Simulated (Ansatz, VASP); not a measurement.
# NbAs2: VASP beside Ansatz

Aim: how closely do two programs agree when they are given the same cell, functional and k mesh?

Method: plane waves, with VASP 6.6.1 beside it; relaxation of cell and atoms at r2SCAN and relaxation of cell and atoms at r2SCAN with rVV10, in Ansatz 0.2.0.

The database entry behind the starting cell differs from later determinations by our own check (b about 0.4 % long), so it need not match the best structure at ambient conditions.

### 1. Starting point

Symmetry: C2/m, No. 12, monoclinic system. Conventional cell: a = 9.368 Å, b = 3.396 Å, c = 7.799 Å, α = 90.00°, β = 119.42°, γ = 90.00°. Nb has 8 As at 2.66 to 2.74 Å nearest. As has 5 Nb at 2.70 to 2.74 Å nearest. As has 1 As at 2.44 Å and 3 Nb at 2.66 to 2.67 Å nearest. Farther neighbours are not listed.

### 2. Ansatz: relaxation of cell and atoms, r2SCAN

Ansatz runs on its default PAW (the set named soft_2) files.

The relaxed volume is the usual yardstick between codes: its relative difference is about their pressure difference at one cell divided by the bulk modulus.

input.yaml

```yaml
crystal:
  lattice:
    - [4.684, -1.698, 0.0]
    - [4.684, 1.698, 0.0]
    - [-3.8309299028, 0.0, 6.79325968]
  atoms:
    - { symbol: Nb, position: [0.1574, 0.1574, 0.1965] }
    - { symbol: Nb, position: [0.8426, 0.8426, 0.8035] }
    - { symbol: As, position: [0.4059, 0.4059, 0.1084] }
    - { symbol: As, position: [0.5941, 0.5941, 0.8916] }
    - { symbol: As, position: [0.86, 0.86, 0.472] }
    - { symbol: As, position: [0.14, 0.14, 0.528] }
hamiltonian:
  xc: r2scan
  pseudopotentials: { kind: paw }
kpoints:
  mp_grid: { grid: [6, 6, 3] }
scf:
  occupations: { method: fermi_dirac, width: 0.05 }
relax:
  f_tol: 0.01
  max_steps: 60
  cell: { stress_tol: 0.05 }
output:
  forces: true
  stress: true
```

Command:

```
$ ansatz run input.yaml --threads 4 --pin off --max-ram 9216MiB --backend cpu --events-out ev --progress --plain --runs-dir out
```

Numbers of over 12 decimals in the logs are rounded to 6 here.

Output:

```text
Engine: ansatz 0.2.0, x86_64-unknown-linux-gnu
Pseudopotentials: kind: paw
Pseudopotential: Nb, paw, valence charge 13, recommended cutoff 500 eV (meta_gga), Nb.paw.azcp
Pseudopotential: As, paw, valence charge 15, recommended cutoff 500 eV (meta_gga), As.paw.azcp
Functional definition: r2SCAN
  parameter k0 = 0.174
  parameter k1 = 0.065
  parameter a1 = 4.9479
  exchange = r2scan_x(k0 = k0, k1 = k1, a1 = a1)
  correlation = r2scan_c
Crystal: 6 atoms, lattice volume = 108.059 Å³
Basis set: ecut = 500 eV, 2723 PW (Γ), exchange–correlation on 160×160×240 points (64 copies of the dense FFT grid, shifted against one another)
Bands: 52, of which v1, the nominal top of the filled ones, is band 43 counted from 1 (42 counted from 0)
Symmetry: 4 space group operations
Space group: C2/m (ITA 12), of the structure as read, at distance tolerance 4.8e-5 Å
k-points: 34 of 108
Non-local potential: Nb, projectors of the file, l = 0: 3, l = 1: 2, l = 2: 2, l = 3: 1
Non-local potential: As, projectors of the file, l = 0: 2, l = 1: 2, l = 2: 3, l = 3: 1
PAW form: soft (Blöchl's): semilocal exchange-correlation on the pseudo side does not see the compensation charge
PAW frozen core: Nb, regenerated for the run's functional (the file was generated under x = pbe(κ = 0.804, μ = 0.219515), c = pbe(β = 0.066725))
PAW frozen core: As, regenerated for the run's functional (the file was generated under x = pbe(κ = 0.804, μ = 0.219515), c = pbe(β = 0.066725))
PAW one-centre angular grid: Nb, 590 points (default); XC on 160 Gauss nodes
PAW one-centre angular grid: As, 590 points (default); XC on 160 Gauss nodes
Initial density: superposition of atomic densities (neutral atoms: chi_scale 0, normalization atom), corrected by the library's trained network
Initial wavefunctions: pseudopotential atomic-orbital guess
Functional: x = r2scan, c = r2scan; τ floored in thin density (d = 2e-4 eV/Å³)
SCF iter   1: F=—  HF=-28589.189634 eV  |F-HF|=—  |Δ(HF+E_count)|=         —  Δρ=1.23e-2  dr2=3.00e-1  dr2_τ=4.25e-2  ethr=1.77e-3  ⟨swp⟩=6.5  Hψ=6096  notcnv=0  defer=2
preconditioner: auto → Kerker (q_TF=auto, 2.626 Å⁻¹)  [metal: Δε(μ)=0.112 eV  Ē_g=8.222 eV  σ=0.050 eV  W_gap=0.45  n_scr=30 (ndim 8)  ℏωp=19.6 eV  f_vac=0.000  D(μ)=0.58/eV (n_scr^D=2)]
SCF iter   2: F=—  HF=-28589.220287 eV  |F-HF|=—  |Δ(HF+E_count)|=   3.07e-2  Δρ=5.05e-3  dr2=2.24e-2  dr2_τ=6.81e-3  ethr=3.49e-4  ⟨swp⟩=2.4  Hψ=2901  notcnv=0  defer=68
SCF iter   3: F=—  HF=-28589.226220 eV  |F-HF|=—  |Δ(HF+E_count)|=   5.93e-3  Δρ=2.55e-3  dr2=4.52e-3  dr2_τ=1.78e-4  ethr=2.61e-5  ⟨swp⟩=2.6  Hψ=2656  notcnv=0  defer=68
SCF iter   4: F=—  HF=-28589.228493 eV  |F-HF|=—  |Δ(HF+E_count)|=   2.27e-3  Δρ=7.36e-4  dr2=5.40e-4  dr2_τ=2.44e-5  ethr=5.25e-6  ⟨swp⟩=2.1  Hψ=2201  notcnv=0  defer=68
SCF iter   5: F=—  HF=-28589.228689 eV  |F-HF|=—  |Δ(HF+E_count)|=   1.96e-4  Δρ=2.07e-4  dr2=5.29e-5  dr2_τ=1.64e-6  ethr=6.28e-7  ⟨swp⟩=2.0  Hψ=2537  notcnv=0  defer=68
SCF iter   6: F=—  HF=-28589.228704 eV  |F-HF|=—  |Δ(HF+E_count)|=   1.50e-5  Δρ=5.49e-5  dr2=4.01e-6  dr2_τ=1.58e-7  ethr=6.15e-8  ⟨swp⟩=2.0  Hψ=2215  notcnv=0  defer=68
SCF iter   7: F=—  HF=-28589.228706 eV  |F-HF|=—  |Δ(HF+E_count)|=   2.07e-6  Δρ=1.19e-5  dr2=2.49e-7  dr2_τ=5.19e-9  ethr=4.67e-9  ⟨swp⟩=2.0  Hψ=2386  notcnv=0  defer=68
SCF iter   8: F=-28589.228706 eV  HF=-28589.228706 eV  |F-HF|=1.73e-8  |Δ(HF+E_count)|=   9.56e-8  Δρ=3.33e-6  dr2=1.50e-8  dr2_τ=6.42e-10  ethr=1.16e-10  ⟨swp⟩=4.0  Hψ=5337  notcnv=0
SCF 1 converged in 8 iterations: F = -28589.228706 eV  dr2 = 1.50e-8
  greatest PAW one-centre occupation: 1.000 electrons in one spin orbital (limit 2), on the Nb atom at site 1 (counted from 0), in its partial waves of l = 0
relax step   1: F+E_penalty+E_count = -28589.22870605 eV  Δ(F+E_penalty+E_count) = +0.000e0 eV  max|allowed force component| = 1.477e-1 eV/Å  Δτ_max = 0.0000 Å  P = +1.242 GPa  Ω = 108.059 Å³  (8 SCF iters, dr2 threshold 1.00e-7 eV, accepted)
[...]
relax step   2: F+E_penalty+E_count = -28589.17997765 eV  Δ(F+E_penalty+E_count) = +4.873e-2 eV  max|allowed force component| = 3.425e-1 eV/Å  Δτ_max = 0.0788 Å  P = -1.836 GPa  Ω = 111.649 Å³  energy of the carried Pulay correction = -9.637e-4 eV  (7 SCF iters, dr2 threshold 6.00e-7 eV, rejected (line search))
[...]
relax step   3: F+E_penalty+E_count = -28589.23760216 eV  Δ(F+E_penalty+E_count) = -8.896e-3 eV  max|allowed force component| = 1.624e-2 eV/Å  Δτ_max = 0.0230 Å  P = +0.048 GPa  Ω = 109.254 Å³  energy of the carried Pulay correction = -3.242e-4 eV  (12 SCF iters, accepted)
[...]
relax step   4: F+E_penalty+E_count = -28589.23765216 eV  Δ(F+E_penalty+E_count) = -5.000e-5 eV  max|allowed force component| = 1.750e-2 eV/Å  Δτ_max = 0.0007 Å  P = +0.016 GPa  Ω = 109.273 Å³  energy of the carried Pulay correction = -3.294e-4 eV  (4 SCF iters, dr2 threshold 7.42e-8 eV, accepted)
[...]
relax step   5: F+E_penalty+E_count = -28589.23767586 eV  Δ(F+E_penalty+E_count) = -2.370e-5 eV  max|allowed force component| = 4.557e-3 eV/Å  Δτ_max = 0.0012 Å  P = +0.008 GPa  Ω = 109.281 Å³  energy of the carried Pulay correction = -3.314e-4 eV  (5 SCF iters, dr2 threshold 1.91e-8 eV, accepted)
[...]
relax step   6: F+E_penalty+E_count = -28589.23800200 eV  Δ(F+E_penalty+E_count) = -3.261e-4 eV  max|allowed force component| = 4.552e-3 eV/Å  Δτ_max = 0.0000 Å  P = +0.009 GPa  Ω = 109.281 Å³  stress off target by 1.26e-2 GPa  SCF on the basis re-selected at this cell (its energy is not comparable with the rows above)  (6 SCF iters)
basis re-selected at this cell: Δ(F+E_penalty+E_count) = -3.261e-4 eV, ΔP = +0.001 GPa vs the last step (what re-selecting the basis moved, of the pressure what is left beyond the Pulay correction that the steps carried, after the strain that the cell walked since its last selection, with what the two solves' SCF thresholds leave and, on support functions, any second-order correction that the steps lacked; it is no m [...]
SCF converged after 6 iterations
Free energy (F): -28589.238002 eV
Harris-Foulkes:  -28589.238002 eV  (|F-HF|=7.28e-12)
Internal energy: -28589.233398 eV  (E = F + TS)
E sigma→0 (E₀):  -28589.235700 eV
Entropy (-TS):   -0.004604 eV (-0.767 meV/atom)
Fermi energy:    14.313496 eV
--- Per-component energies (eV) ---
  E_band       = -981.821512
  E_kinetic    = 1202.162096
  E_local      = -7432.008186  (includes V_loc(G=0)·N_el)
  E_nonlocal   = -2441.517185
  E_hartree    = 3897.023679
  E_xc         = -638.922519
  E_vxc        = -814.061613  (∫ρ·V_xc dr)
  E_paw        = -13572.126082  (= ΣΔE_a)
  E_vpaw       = 662.619269  (= ΣTr[D̂ρ^β])
  E_aug_tail   = -0.000015  (compensation charges beyond the density's cutoff)
  E_vtau       = 46.936770  (kinetic-family band-sum trace: ∫τ·v_τ [+ j·A + Jᵃ·Aᵃ] dr)
  E_ewald      = -9597.630695
  E_core_change = -6.214492  (= ΣΔE_core)
  E_smearing   = -0.004604  (= −TS)
  E_closure    = -0.000000  (closes the sum)
  Σ components = -28589.238002   (vs F -28589.238002, Δ=0.00e0)
--- Forces (eV/Å), atoms counted from 1 ---
  atom   1  Nb    -0.00455239     0.00000000     0.00188932
  atom   2  Nb     0.00455239     0.00000000    -0.00188932
  atom   3  As     0.00150485     0.00000000     0.00189231
  atom   4  As    -0.00150485     0.00000000    -0.00189231
  atom   5  As     0.00164221     0.00000000     0.00028894
  atom   6  As    -0.00164221     0.00000000    -0.00028894
  max |Σ_I F_I| component: 0.00e0 eV/Å
--- Stress (GPa, compression-positive) ---
        0.002906       0.000000       0.001277
        0.000000       0.011732       0.000000
        0.001277       0.000000       0.012416
  P = ⅓ Tr σ = 0.0090 GPa (0.090 kbar)
--- Relaxed structure (5 steps of the walk, 4 accepted, 1 SCFs on fresh bases) ---
  F+E_penalty+E_count = -28589.23800200 eV   max|allowed force component| = 4.552e-3 eV/Å   (the final SCF, on the basis selected at the relaxed cell)
  cell:  # Å, volume = 109.2807 Å³
    - [4.688927, -1.707808, -0.00796892]
    - [4.688927, 1.707808, -0.00796892]
    - [-3.846517, -8.089491604035463e-18, 6.829940]
  atoms:
    - { symbol: Nb, position: [0.157399, 0.157399, 0.196616] }
    - { symbol: Nb, position: [0.842601, 0.842601, 0.803384] }
    - { symbol: As, position: [0.405146, 0.405146, 0.105064] }
    - { symbol: As, position: [0.594854, 0.594854, 0.894936] }
    - { symbol: As, position: [0.859422, 0.859422, 0.471395] }
    - { symbol: As, position: [0.140578, 0.140578, 0.528605] }
```

The job ended after 17 s (4 threads of Intel Xeon 6975P-C (Granite Rapids), shared host; peak memory 1.1 GiB).

### 3. VASP: relaxation of cell and atoms, r2SCAN

The same cell, functional, mesh and smearing now go to VASP, with its own data sets and cutoff.

Lines of VASP's logs that name or quote its potential files are left out, and so is its time.

INCAR

```
SYSTEM = NbAs2
PREC = Accurate
ENCUT = 520
EDIFF = 1E-06
NELM = 100
ISMEAR = -1
SIGMA = 0.05
LREAL = .FALSE.
ALGO = Normal
METAGGA = R2SCAN
LASPH = .TRUE.
NBANDS = 29
LORBIT = 11
LWAVE = .FALSE.
LCHARG = .FALSE.
KPAR = 4
IBRION = 2
NSW = 60
ISIF = 3
EDIFFG = -0.01
```

POSCAR

```
NbAs2
1.0
    4.6840000000     -1.6980000000      0.0000000000
    4.6840000000      1.6980000000      0.0000000000
   -3.8309299028      0.0000000000      6.7932596800
Nb As
2 4
Direct
    0.1574000000      0.1574000000      0.1965000000
    0.8426000000      0.8426000000      0.8035000000
    0.4059000000      0.4059000000      0.1084000000
    0.5941000000      0.5941000000      0.8916000000
    0.8600000000      0.8600000000      0.4720000000
    0.1400000000      0.1400000000      0.5280000000
```

KPOINTS

```
Automatic mesh
0
Gamma
6 6 3
0 0 0
```

The projector-augmented-wave data sets are Nb_sv and As (PBE family, release 64).

Command:

```
$ mpirun -np 4 vasp_std
```

Output:

```text
[banner, memory and clock lines left out]
running    4 mpi-ranks, on    1 nodes
 distrk:  each k-point on    1 cores,    4 groups
 distr:  one band on    1 cores,    1 groups

 POSCAR found type information on POSCAR NbAs
 POSCAR found :  2 types and       6 ions
|                                                                             |
|               ----> ADVICE to this user running VASP <----                  |
|                                                                             |
|     You enforced a specific xc type in the INCAR file but a different       |
|     [... a line on the potential file left out ...]
|     I HOPE YOU KNOW WHAT YOU ARE DOING!                                     |
|                                                                             |

 LDA part: xc-table for (None), standard interpolation
 POSCAR, INCAR and KPOINTS ok, starting setup
 FFT: planning ... GRIDC
 FFT: planning ... GRID_SOFT
 FFT: planning ... GRID
 WAVECAR not read
 entering main loop
       N       E                     dE             d eps       ncg     rms          rms(c)
DAV:   1     0.341906689050E+03    0.34191E+03   -0.23860E+04  1972   0.156E+03
DAV:   2    -0.879437165577E+02   -0.42985E+03   -0.41710E+03  2523   0.523E+02
DAV:   3    -0.124580398906E+03   -0.36637E+02   -0.35672E+02  3272   0.114E+02
DAV:   4    -0.128255678835E+03   -0.36753E+01   -0.36526E+01  3192   0.297E+01
DAV:   5    -0.128368547734E+03   -0.11287E+00   -0.11261E+00  3228   0.543E+00    0.147E+01
DAV:   6    -0.112067659972E+03    0.16301E+02   -0.11197E+01  3360   0.296E+01    0.377E+00
DAV:   7    -0.112138704716E+03   -0.71045E-01   -0.42045E-01  2608   0.436E+00    0.233E+00
DAV:   8    -0.112174036299E+03   -0.35332E-01   -0.12167E-01  2712   0.269E+00    0.577E-01
DAV:   9    -0.112178687334E+03   -0.46510E-02   -0.18700E-02  3694   0.851E-01    0.285E-01
DAV:  10    -0.112179227956E+03   -0.54062E-03   -0.15601E-03  2504   0.255E-01    0.124E-01
DAV:  11    -0.112179417087E+03   -0.18913E-03   -0.34807E-04  2689   0.147E-01    0.365E-02
DAV:  12    -0.112179421297E+03   -0.42100E-05   -0.48883E-05  3496   0.453E-02    0.849E-03
DAV:  13    -0.112179422037E+03   -0.73975E-06   -0.65155E-06  2419   0.201E-02
   1 F= -.11217942E+03 E0= -.11217708E+03  d E =-.112179E+03
[... from here on, the cycles between the ionic steps are left out ...]
   2 F= -.11218146E+03 E0= -.11217909E+03  d E =-.204175E-02
   3 F= -.11218451E+03 E0= -.11218214E+03  d E =-.508683E-02
   4 F= -.11218728E+03 E0= -.11218495E+03  d E =-.277080E-02
   5 F= -.11218752E+03 E0= -.11218522E+03  d E =-.301233E-02
   6 F= -.11218779E+03 E0= -.11218550E+03  d E =-.266227E-03
   7 F= -.11218783E+03 E0= -.11218556E+03  d E =-.312349E-03
   8 F= -.11218798E+03 E0= -.11218567E+03  d E =-.145752E-03
   9 F= -.11218798E+03 E0= -.11218566E+03  d E =-.147909E-03
 curvature:  -1.05 expect dE=-0.382E-04 dE for cont linesearch -0.195E-08
 trial: gam= 0.14171 g(F)=  0.179E-04 g(S)=  0.184E-04 ort = 0.857E-06 (trialstep = 0.113E+01)
 search vector abs. value=  0.445E-04
 bond charge predicted
       N       E                     dE             d eps       ncg     rms          rms(c)
DAV:   1    -0.112188059384E+03   -0.77935E-04   -0.64773E-03  2536   0.769E-01    0.760E-02
DAV:   2    -0.112188014044E+03    0.45340E-04   -0.80205E-04  3008   0.249E-01    0.288E-02
DAV:   3    -0.112187999416E+03    0.14628E-04   -0.37764E-05  2526   0.454E-02    0.163E-02
DAV:   4    -0.112187995530E+03    0.38860E-05   -0.35209E-05  3640   0.372E-02    0.912E-03
DAV:   5    -0.112187995067E+03    0.46317E-06   -0.13131E-06  1559   0.978E-03
  10 F= -.11218800E+03 E0= -.11218567E+03  d E =-.136126E-04
 trial-energy change:   -0.000014  1 .order   -0.000016   -0.000041    0.000009
 step:   0.9378(harm=  0.9378)  dis= 0.00066  next Energy=  -112.187999 (dE=-0.171E-04)
 reached required accuracy - stopping structural energy minimisation
```

From OUTCAR (step 3):

```text
ion  position               nearest neighbor table
   1  0.157  0.157  0.197-   5 2.66   5 2.66   6 2.67   3 2.70   3 2.70   3 2.73   4 2.74   4 2.74
                             2 3.04
   2  0.843  0.843  0.803-   6 2.66   6 2.66   5 2.67   4 2.70   4 2.70   4 2.73   3 2.74   3 2.74
                             1 3.04
   3  0.406  0.406  0.108-   1 2.70   1 2.70   1 2.73   2 2.74   2 2.74
   4  0.594  0.594  0.892-   2 2.70   2 2.70   2 2.73   1 2.74   1 2.74
   5  0.860  0.860  0.472-   6 2.44   1 2.66   1 2.66   2 2.67   6 2.86   6 2.86
   6  0.140  0.140  0.528-   5 2.44   2 2.66   2 2.66   1 2.67   5 2.86   5 2.86

  LATTYP: Found a base centered monoclinic cell.
 ALAT       =     9.3680000000
 B/A-ratio  =     0.3625106746
 C/A-ratio  =     0.8325149445
 COS(beta)  =    -0.4912078347

 Subroutine GETGRP returns: Found  4 space group operations
 (whereof  4 operations were pure point group operations)

The static configuration has the point symmetry C_2h.

 Found     34 irreducible k-points:

   k-points           NKPTS =     34   k-points in BZ     NKDIM =     34   number of bands    NBANDS=     29

   dimension x,y,z NGX =    40 NGY =   40 NGZ =   60
   dimension x,y,z NGXF=    80 NGYF=   80 NGZF=  120

   ENCUT  =  520.0 eV  38.22 Ry    6.18 a.u.   9.26  9.26 14.50*2*pi/ulx,y,z

   NELECT =      46.0000    total number of electrons

 k-points in reciprocal lattice and weights: Automatic mesh
   0.00000000  0.00000000  0.00000000       0.009
   0.16666667  0.00000000  0.00000000       0.037
   0.33333333  0.00000000  0.00000000       0.037
   0.50000000  0.00000000  0.00000000       0.019
   0.16666667  0.16666667  0.00000000       0.019
   0.33333333  0.16666667  0.00000000       0.037
   0.50000000  0.16666667  0.00000000       0.037
  -0.33333333  0.16666667 -0.00000000       0.037
  -0.16666667  0.16666667  0.00000000       0.019
[...]
-0.16666667 -0.33333333  0.33333333       0.037
  -0.16666667 -0.16666667  0.33333333       0.019

 average (electrostatic) potential at core
       1 -86.1024       2 -86.1024       3 -50.8412       4 -50.8412       5 -51.0930
       6 -51.0930

 E-fermi :   7.9787

 k-point     1 :       0.0000    0.0000    0.0000
  band No.  band energies     occupation
    ...
     19       6.1234      2.00000
     20       6.2019      2.00000
     21       6.8772      2.00000
     22       7.0221      2.00000
     23       7.7303      1.98618
     24       8.8643      0.00000
     25       9.3716      0.00000
     26       9.9144      0.00000
     27      10.9326      0.00000
     28      11.2080      0.00000
    ...

 k-point     2 :       0.1667    0.0000    0.0000
  band No.  band energies     occupation
    ...
     19       5.8125      2.00000
     20       6.0722      2.00000
     21       6.4409      2.00000
     22       6.6423      2.00000
     23       7.5167      1.99981
     24       9.1190      0.00000
     25       9.2419      0.00000
     26      10.0293      0.00000
     27      10.4618      0.00000
     28      11.0635      0.00000
    ...

 k-point     3 :       0.3333    0.0000    0.0000
  band No.  band energies     occupation
    ...
     19       5.5034      2.00000
     20       6.0051      2.00000
     21       6.1832      2.00000
     22       6.2418      2.00000
     23       6.8710      2.00000
     24       9.3459      0.00000
     25       9.6184      0.00000
     26      10.2041      0.00000
     27      10.4940      0.00000
     28      10.9090      0.00000
    ...

  Total       -0.0433906     -0.0040956     -0.0151401      0.0000000      0.0000000     -0.0030808
  in kB       -0.6363700     -0.0600661     -0.2220457      0.0000000      0.0000000     -0.0451836
  external PRESSURE =      -0.3061606 kB  Pullay stress =       0.0000000 kB

  energy-cutoff  :      520.00
  volume of cell :      109.24
      direct lattice vectors                 reciprocal lattice vectors
     4.689615829 -1.707335204 -0.007562366     0.106715482 -0.292854033  0.060115388
     4.689615829  1.707335204 -0.007562366     0.106715482  0.292854033  0.060115388
    -3.846480485  0.000000000  6.828185460     0.000236379  0.000000000  0.146584951

 POSITION                                       TOTAL-FORCE (eV/Angst)
 -----------------------------------------------------------------------------------
      0.72018      0.00000      1.34048        -0.004922      0.000000     -0.003505
      4.81257      0.00000      5.47258         0.004922      0.000000      0.003505
      3.39588      0.00000      0.71200        -0.001180      0.000000     -0.000564
      2.13687      0.00000      6.10106         0.001180      0.000000      0.000564
      6.24669      0.00000      3.20581        -0.001169      0.000000     -0.002579
     -0.71394      0.00000      3.60725         0.001169      0.000000      0.002579
 -----------------------------------------------------------------------------------
    total drift:                                0.000000      0.000000     -0.000000

  FREE ENERGIE OF THE ION-ELECTRON SYSTEM (eV)
  ---------------------------------------------------
  free  energy   TOTEN  =      -112.1879950668 eV

  energy  without entropy=     -112.1833391527  energy(sigma->0) =     -112.18566711

 reached required accuracy - stopping structural energy minimisation

 total charge
# of ion       s       p       d       tot
------------------------------------------
    1        2.155   6.019   2.422  10.596
    2        2.155   6.019   2.422  10.596
    3        1.228   1.560   0.057   2.845
    4        1.228   1.560   0.057   2.845
    5        1.237   1.528   0.064   2.829
    6        1.237   1.528   0.064   2.829
--------------------------------------------------
tot          9.239  18.214   5.086  32.539

[... 3 further parts left out ...]
```

The gap is under twice the smearing width, so the edge states are partly filled and the run can't tell a small gap from a semimetal. The run keeps the 4 symmetry operations of its start, so it cannot find a distortion of lower symmetry.

### 4. Differences

Known differences besides the potentials themselves: VASP keeps PBE cores, Ansatz makes them for the functional; both relaxations stop at a tolerance, which leaves soft axes loose, and VASP keeps its plane-wave basis; the data sets hold 86 valence electrons in Ansatz (default PAW (the set named soft_2) files) and 46 in VASP; the cutoff is 500 eV in Ansatz and 520 eV in VASP; Ansatz adds a Pulay correction to the stress that steers its cell, VASP none. Total energies have different zeros and are not compared.

Compared:

| quantity | Ansatz | VASP | difference |
| --- | --- | --- | --- |
| volume (Å³) | 109.28 | 109.24 | +0.03 % |
| edge a after relaxation, in the typed setting (Å) | 4.990 | 4.991 | -0.01 % |
| edge c after relaxation, in the typed setting (Å) | 7.839 | 7.837 | +0.02 % |

The walks stopped with 0.01 GPa left in Ansatz and -0.03 GPa in VASP; each walk ends within a tolerance, so the volume difference is uncertain by about these residues over the bulk modulus, most in soft cells.

[end of part 1 of 2]

[Lines on the potential files, build, host, timing and source positions are cut from VASP's logs without a mark.]

[Logs are printed without paths, hosts, clocks, repeated set-up lines and the standing remarks that a program may print on its own settings, such as how far it seeks lower states.]

[Hosts, paths, dates, database ids (printed as entryN), source tags and the programs' standing remarks are cut or masked in the printed files.]
